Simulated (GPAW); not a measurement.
GeS, 8 atoms in the cell. The structure is orthorhombic, space group Pnma (No. 62). The conventional cell has a = 10.481 Å, b = 3.646 Å, c = 4.299 Å, α = 90.00°, β = 90.00°, γ = 90.00°. Ge (site symmetry m) has 3 S at 2.44 to 2.45 Å as nearest neighbours. S (site symmetry m) is surrounded by 3 Ge at 2.44 to 2.45 Å. 

```yaml
Program: GPAW 26.7.0
Task: electron localisation function
Functional: PBE
Potentials_or_basis: GPAW PAW data sets (gpaw-data 1.2.1)
Cutoff: 600 eV
Basis: pw
k_mesh: 3 × 7 × 6
Occupations: fermi-dirac, width 0.05 eV
Spin: no spin polarisation
Maxiter: 150
```

Potentials or basis: GPAW PAW data sets (gpaw-data 1.2.1), pw.

The run is started by

```console
$ OMP_NUM_THREADS=1 python run.py
```

Hardware: 1 thread of Arm Neoverse V1, with other jobs on the host.

Estimate the wall time of this run.

Run time: 4.5 min on 1 thread of Arm Neoverse V1, on a shared host, peak memory 0.49 GiB. Counts: scf iterations 11, plane waves 5516, bands 37, k points 64.
